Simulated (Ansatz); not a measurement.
**P: strong compression**

One table from this session's results is given with a row withheld; the runs are named, their logs left out.

Program: Ansatz 0.2.0. Level of theory: DFT PBE, with the methods named in each step. These are calculated values, not measurements.

### The system as given

The structure is hexagonal, space group P6/mmm (No. 191). Conventional cell: a = 2.676 Å, b = 2.676 Å, c = 2.515 Å, α = 90.00°, β = 90.00°, γ = 120.00°. P (site symmetry 6/mmm) has 8 P at 2.52 to 2.68 Å as nearest neighbours.

As a file:

```
CELL_PARAMETERS angstrom
2.67602 0.00000 0.00000
-1.33801 2.31750 0.00000
0.00000 0.00000 2.51546
ATOMIC_POSITIONS crystal
P 0.00000 0.00000 0.00000
```

Whether this phase is the stable one at these pressures isn't tested.

The first run:

The input, input.yaml:

```yaml
crystal:
  lattice:
    - [2.6760159913, 0.0, 0.0]
    - [-1.3380079956, 2.3174978294, 0.0]
    - [0.0, 0.0, 2.5154550318]
  atoms:
    - { symbol: P, position: [0.0, 0.0, 0.0] }
kpoints:
  mp_grid: { grid: [18, 18, 17] }
scf:
  occupations: { method: fermi_dirac, width: 0.05 }
hamiltonian:
  xc: pbe
  pseudopotentials: { kind: paw }
output:
  forces: true
  stress: true
relax:
  f_tol: 0.005
  max_steps: 40
  cell: {}
```

Command:

```
$ ansatz run input.yaml --threads 1 --pin off --max-ram 2048MiB --backend cpu --events-out ev --progress --plain --runs-dir out
```

Steps of the session up to this table: Cell relaxed at zero pressure, PAW; Volume scaled by 1, PAW; Volume scaled by 1, PAW (source ansatz); Shape and atoms relaxed at 0.92 of the volume, PAW; Volume scaled by 0.92, PAW; Volume scaled by 0.92, PAW (cutoff 250 eV); Shape and atoms relaxed at 0.84 of the volume, PAW; Volume scaled by 0.84, PAW; Shape and atoms relaxed at 0.76 of the volume, PAW; Volume scaled by 0.76, PAW; Shape and atoms relaxed at 0.68 of the volume, PAW; Volume scaled by 0.68, PAW; Shape and atoms relaxed at 0.6 of the volume, PAW; Volume scaled by 0.6, PAW; Shape and atoms relaxed at 0.52 of the volume, PAW; Volume scaled by 0.52, PAW; Shape and atoms relaxed at 0.45 of the volume, PAW; Volume scaled by 0.45, PAW; Volume scaled by 0.45, PAW (core large).

One table of the session follows, with a row left open; its other results are not shown here.

 The rows PAW, 0.45 and PAW (core large), 0.45 agree to the last digit and may rest on the same set-up.

```
             method  volume over the first  volume (Å³/atom)  pressure (GPa)
                PAW                      1            14.738           -0.01
                PAW                   0.92            13.559            9.72
                PAW                   0.84            12.380           23.69
                PAW                   0.76            11.201           42.63
                PAW                   0.68            10.022           73.25
                PAW                    0.6             8.843          126.53
                PAW                   0.52                 ?               ?
                PAW                   0.45             6.632          394.29
   PAW (core large)                   0.45             6.632          394.29
PAW (cutoff 250 eV)                   0.92            13.559           10.45
PAW (source ansatz)                      1            14.738            0.03
```

Estimate the missing values for PAW, 0.52.

As computed: volume (Å³/atom): 7.664; pressure (GPa): 230.03. In the column «volume (Å³/atom)» it lies between PAW (core large), 0.45 (6.632) and PAW, 0.6 (8.843).

Limits of these values: Warnings in the runs' records: cutoff below recommended.
